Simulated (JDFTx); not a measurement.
## Cs under changes of volume

One of the cells (122.477 Å³/atom); the others are scaled copies at fixed shape and fractional positions:

```
Cs
1.0
    -3.12847    3.12847    3.12847
     3.12847   -3.12847    3.12847
     3.12847    3.12847   -3.12847
Cs
1
Direct
  0.00000 0.00000 0.00000
```

| Property | Result |
| --- | --- |
| Program | JDFTx 1.7.0 (patched build) |
| Functional | PBE |
| Potentials or basis | PseudoDojo-SR-PBE-0.5-standard |
| Cutoff | 680 eV |
| Density cutoff | 2721 eV |
| k mesh | 6 × 6 × 6 |
| Occupations | fermi-dirac, width 0.05 eV |
| Spin | no spin polarisation |

| volume (Å³/atom) | energy over the lowest point (meV/atom) | pressure (GPa) |
| --- | --- | --- |
| 115.128 | 0.31 | 0.0 |
| 117.578 | 0.00 | 0.0 |
| 120.027 | 0.30 | 0.0 |
| 122.477 | 1.16 | -0.1 |
| 124.926 | 2.52 | -0.1 |
| 127.376 | 4.35 | -0.1 |
| 129.825 | ? | ? |

Task: What does the run at 129.825 Å³/atom give?

Result: Energy over the lowest point 6.60 meV/atom; pressure -0.2 GPa.

Worked out: A Birch-Murnaghan fit of order 3 (a polynomial in V^(-2/3)) to the other rows has its minimum at 117.56 Å³/atom with B0 = V·E''(V) = 1.9 GPa and B' = 3.4. It gives 6.60 meV/atom at 129.825 Å³/atom, against the run's 6.60, and -dE/dV = -0.2 GPa, against -0.2.

Energies are extrapolated to zero smearing.
